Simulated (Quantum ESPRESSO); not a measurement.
**AlN under changes of volume**

One of the cells (10.451 Å³/atom); the others are scaled copies at fixed shape and fractional positions:

```
CELL_PARAMETERS angstrom
3.11300 0.00000 0.00000
-1.55650 2.69594 0.00000
0.00000 0.00000 4.98100
ATOMIC_POSITIONS crystal
Al 0.66667 0.33333 0.50000
Al 0.33333 0.66667 0.00000
N 0.66667 0.33333 0.88000
N 0.33333 0.66667 0.38000
```

| Quantity | Value |
| --- | --- |
| Program | Quantum ESPRESSO 7.5 |
| Functional | LDA |
| Potentials or basis | PseudoDojo 0.4.1 SR LDA standard |
| Cutoff | 1143 eV |
| Density cutoff | 4572 eV |
| k mesh | 10 × 10 × 6 |
| Occupations | fermi-dirac, width 0.05 eV |
| Spin | no spin polarisation |

```csv
volume (Å³/atom),energy over the lowest point (meV/atom),pressure (GPa),gap on the mesh (eV),largest force (eV/Å)
9.824,6.69,7.3,4.82,0.162
10.033,0.35,2.5,4.62,0.145
10.242,0.00,-1.9,4.44,0.129
10.451,5.07,-5.8,4.26,0.114
10.660,15.05,-9.4,4.08,0.100
10.869,?,?,?,?
11.078,47.90,-15.6,3.75,0.075
```

Question: What does the run at 10.869 Å³/atom give?

Answer: Energy over the lowest point 29.47 meV/atom; pressure -12.7 GPa; gap on the mesh 3.91 eV; largest force 0.087 eV/Å.

Worked out: A Birch-Murnaghan fit of order 3 (a polynomial in V^(-2/3)) to the other rows has its minimum at 10.15 Å³/atom with B0 = V·E''(V) = 211 GPa and B' = 3.9 at fixed shape and positions, which overstates the stiffness. It gives 29.46 meV/atom at 10.869 Å³/atom, against the run's 29.47, and -dE/dV = -12.6 GPa, against -12.7. A straight line through the other rows of the gap, of slope -8.89 eV per unit of ln V (its deformation potential), gives 3.91 eV, against the run's 3.91.

Energies are extrapolated to zero smearing.

A mesh can miss the band edges.
